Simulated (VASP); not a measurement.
Runs of VASP 6.6.1 on NiO. It takes space group F-43m (No. 216, cubic). Conventional cell: a = 4.410 Å, b = 4.410 Å, c = 4.410 Å, α = 90.00°, β = 90.00°, γ = 90.00°. Around Ni (site symmetry -43m) lie 4 O at 1.91 Å. O (site symmetry -43m) has 4 Ni at 1.91 Å as nearest neighbours. Measurements of this composition are mostly on another form, of space group No. 225.

| cell | gap on the mesh (eV) | pressure (GPa) | moment (μB) |
| --- | --- | --- | --- |
| F-43m, 10.72 Å³/atom | none | -1.2 | (b) |
| F-43m, 10.63 Å³/atom | none | 0.1 | 1.70 |
| F-43m, 11.67 Å³/atom | none | -12.1 | (a) |
| atom 2 (O) moved 0.12 Å along z | none | 1.8 | (c) |

Alike in all rows: task single point; level PBEsol; potentials or basis VASP PAW PBE potentials, release 64 (Ni, O); spin collinear, typed start; k mesh 12 × 12 × 12; cutoff (eV) 520; smearing gaussian 0.05 eV.

Q: Fill in the values left out.

A: (a) 1.91; (b) 1.72; (c) 1.69.

Caveats: the PAW data sets were made with another functional, which shifts forces and pressure a little; a cell with one magnetic atom can't hold antiferromagnetic order, which such compounds often take; semilocal functionals often make such compounds metallic where correlation or magnetic order opens a gap, which also shifts bond lengths.

A gap of «none» marks a metal or a gap under the smearing width.
